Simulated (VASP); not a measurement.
A run of VASP 6.6.1 is set up as follows.

The input INCAR:

```
SYSTEM = Cs
  PREC = Accurate
  ENCUT = 520
  EDIFF = 1E-6
  ISMEAR = 0
  SIGMA = 0.1
  LREAL = .False.
  LASPH = .True.
  NELM = 80
  ALGO = Fast
  ISIF = 2
  LWAVE = .False.
  LCHARG = .True.
  GGA = PE
  LELF = .True.
  LVHAR = .True.
  NBANDS = 10
```

File KPOINTS:

```
Automatic mesh
0
Gamma
  12 12 12
  0 0 0
```

Contents of POSCAR:

```
Cs
1.0
   -2.7055156357      2.7055156357      3.9897507163
    2.7055156357     -2.7055156357      3.9897507163
    2.7055156357      2.7055156357     -3.9897507163
Cs
1
Direct
    0.0000000000      0.0000000000      0.0000000000
```

Potentials or basis: VASP PAW PBE potentials, release 64 (Cs_sv).

The run is started by

```sh
$ cat potpaw_PBE.64/Cs_sv/POTCAR > POTCAR
$ mpirun -np 1 vasp_std > vasp.out
```

Question: Estimate the pressure.

Answer: 0.0 GPa.

Question: Predict the band gap on the k mesh.

Answer: None (metal or under the smearing width).

Spin-orbit coupling is left out, which matters for the levels of Cs.
